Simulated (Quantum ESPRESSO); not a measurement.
**Ge: Wannier functions under several settings**

```
Ge
1.0
    -2.49590    2.65086    1.43695
     2.49590   -2.65086    1.43695
     2.49590    2.65086   -1.43695
Ge
2
Direct
  0.31406 0.06406 0.25000
  0.68594 0.93594 0.75000
```

This isn't the form of Ge at room conditions, which is diamond.

All runs used Quantum ESPRESSO 7.5; potentials PseudoDojo 0.4.1 SR LDA standard; k mesh 9 × 9 × 9; given cell; no spin polarisation; cutoff 1061 eV; occupations fermi-dirac, width 0.05 eV.

```csv
level,start,Wannier mesh,spread a function (Å²),RMS miss of the bands (meV)
LDA,atomic projections with disentanglement,7 × 7 × 7,1.59,28
LDA,"atomic projections with disentanglement, not minimised",7 × 7 × 7,?,?
LDA,SCDM with an erfc weight,7 × 7 × 7,3.08,39
```

**Question.** What stands in the row left open?

**Answer.** Spread a function 1.91 Å²; RMS miss of the bands 23 meV.
